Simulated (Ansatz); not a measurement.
# Si$_{7}$Ge: the gap under pressure

Si$_{7}$Ge, P-43m, a = 5.468 Å. The structure is a Materials Project entry; whether it is the stable form wasn't checked. Ansatz: r2SCAN, PAW, 500 eV, Γ-centred 8×8×8 mesh on 8 atoms, Gaussian smearing 0.02 eV; no spin polarisation. Cell and atoms are relaxed at each pressure, and no other structure is tried, so the rows at high pressure may lie past a change of phase. The gap is sought over the whole zone. The pressures are the targets, met within 0.05 GPa.

| P (GPa) | gap y (eV) |
| --- | --- |
| -2.0 | 0.629 |
| 0.0 | 0.589 |
| 2.0 | ? |
| 5.0 | 0.491 |
| 10.0 | 0.402 |
| 20.0 | 0.241 |

Task: Fit y = E0 + αP + βP² to the other rows and predict the missing gap.

Result: Least squares on the rows shown. y = 0.5885 − 0.02003 P + 0.0001328 P². So α = -20.0 meV/GPa at zero pressure. At P = 2.0 the fit asked for gives 0.549 eV. The run gave 0.549 eV, the same to the digits shown.

Spin-orbit coupling is left out; it would lift a valence top of Ge p states by 0.1 to 0.15 eV. Semilocal functionals give gaps under the measured ones; changes of the gap mostly carry over better.